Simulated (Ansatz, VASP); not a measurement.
One calculation of ZnS, two programs

```
Zn S
1.0
     3.79825    0.00000    0.00000
    -1.89913    3.28938    0.00000
     0.00000    0.00000    6.21315
Zn S
2 2
Direct
  0.33333 0.66667 0.00000
  0.66667 0.33333 0.50000
  0.33333 0.66667 0.38500
  0.66667 0.33333 0.88500
```

Change from the starting cell: volume scaled by 0.99, crystal datasets.

Alike in both runs: task electric field gradients; functional PBE; k mesh 8 × 8 × 5; occupations fermi-dirac, width 0.03 eV; no spin polarisation.

|  | VASP | Ansatz |
| --- | --- | --- |
| version | VASP 6.6.1 | Ansatz 0.2.0 |
| potentials or method | VASP PAW PBE potentials, release 64 (Zn, S), cutoff 520 eV | all-electron PAW with datasets made for the crystal, scalar-relativistic |

|  | VASP | Ansatz | Ansatz less VASP |
| --- | --- | --- | --- |
| gap on the k mesh at the Fermi level (eV) | 2.30 | 2.30 | -0.003 |
| pressure (GPa) | 3.3 | 3.2 | -0.17 |
| largest component of the traceless stress (GPa) | 1.47 | 1.45 | -0.024 |
| rms of the force components (eV/Å) | 0.193 | 0.191 | -0.0020 |
| Vzz of the field gradient on the site that differs most (V/Å²) | 19.5 | 18.4 | -1.09 |

Atom by atom the forces differ by 0.002 eV/Å (rms over components). Ansatz ran all-electron here, so the differences hold the error of VASP's frozen core and of both bases.
